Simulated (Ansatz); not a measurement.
## BN: one atom moved over a plane

All numbers below come from DFT LDA, scalar-relativistic, plane waves, PAW in Ansatz. Settings: plane waves to 420 eV, k-mesh 12×12×12 (Γ-centred), Gaussian smearing 0.05 eV. No spin polarisation. Energies are free energies at this smearing, counted from the undisturbed cell; pressure is positive in compression.

Zero of the scan (as given, not relaxed at this level; it stands at -4.2 GPa; this form isn't the usual structure):

```
CELL_PARAMETERS angstrom
1.25112 0.72234 3.37293
-1.25112 0.72234 3.37293
0.00000 -1.44467 3.37293
ATOMIC_POSITIONS crystal
B 0.99967 0.99967 0.99967
N 0.33276 0.33276 0.33276
```

The cell holds layers and no dispersion correction was added, so their binding is poorly described.

Atom 1 (B) is moved by p along (1.000, 0.000, 0.000) and q along (0.000, 0.000, 1.000) (Å), all else fixed. Points are written (p, q).

Energy above the undisturbed cell in eV/cell (a dash: not computed):

| p \ q | -0.200 | -0.100 | 0.000 | 0.100 | 0.200 |
| --- | --- | --- | --- | --- | --- |
| -0.200 | 1.03 | ? | 0.84 | 0.89 | 1.03 |
| -0.100 | 0.46 | 0.27 | 0.21 | 0.27 | ? |
| 0.000 | 0.27 | 0.07 | 0.00 | 0.07 | ? |
| 0.100 | 0.46 | 0.27 | 0.21 | 0.27 | ? |
| 0.200 | 1.03 | ? | 0.84 | 0.89 | 1.03 |

Fill in the withheld energies.

(-0.200, -0.100): 0.89; (-0.100, 0.200): 0.46; (0.000, 0.200): 0.27; (0.100, 0.200): 0.46; (0.200, -0.100): 0.89.

Cost: 15 runs of about 4.4 core-minutes in all, on Intel Xeon Processor @ 2.50GHz (Skylake/Cascade Lake) (shared hosts).